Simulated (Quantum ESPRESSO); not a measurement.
Si:

```
Si
1.0
     0.00000    2.72185    2.72185
     2.72185    0.00000    2.72185
     2.72185    2.72185    0.00000
Si
2
Direct
  0.50000 0.50000 0.50000
  0.75000 0.75000 0.75000
```

```yaml
Program: Quantum ESPRESSO 7.5
Task: Wannier functions
Functional: LDA
Potentials_or_basis: PseudoDojo 0.4.1 SR LDA standard
Cutoff: 435 eV
Density_cutoff: 1742 eV
k_mesh: 8 × 8 × 8
Occupations: fermi-dirac, width 0.05 eV
Spin: no spin polarisation
Form_of_the_LDA_correlation: PW92
Mixing_beta: 0.5
Most_SCF_iterations: 120
SCF_threshold: 4e-10 Ry
k_mesh_for_the_Wannier_functions: 5 × 5 × 5
Projections: Si sp
```

Start: atomic projections with disentanglement, frozen window up to 3.3 eV over the reference level. The reference level is the Fermi level, or the middle of the gap.

Q: With atomic projections with disentanglement, how many functions result, how localised are they, and how well do they interpolate the bands?

A: 8 functions with spreads from 1.63 to 2.56 Å², 18.6 Å² in all; they miss the direct bands by 65 meV (root mean square).

Wannier functions:
| function | nearest atom | distance (Å) | spread (Å²) | on-site energy from the reference level (eV) |
| --- | --- | --- | --- | --- |
| 1 | 1 Si | 0.00 | 1.63 | -5.79 |
| 2 | 1 Si | 0.00 | 2.56 | 1.48 |
| 3 | 1 Si | 0.00 | 2.56 | 1.48 |
| 4 | 1 Si | 0.00 | 2.56 | 1.48 |
| 5 | 2 Si | 0.00 | 1.63 | -5.79 |
| 6 | 2 Si | 0.00 | 2.56 | 1.48 |
| 7 | 2 Si | 0.00 | 2.56 | 1.48 |
| 8 | 2 Si | 0.00 | 2.56 | 1.48 |

Parts of the spread (Å²): invariant 12.05, diagonal 0.137, off-diagonal 6.44, total 18.63. Against the direct bands the interpolation misses by 65 meV (root mean square) and 286 meV at most, for states up to 1 eV over the reference level.
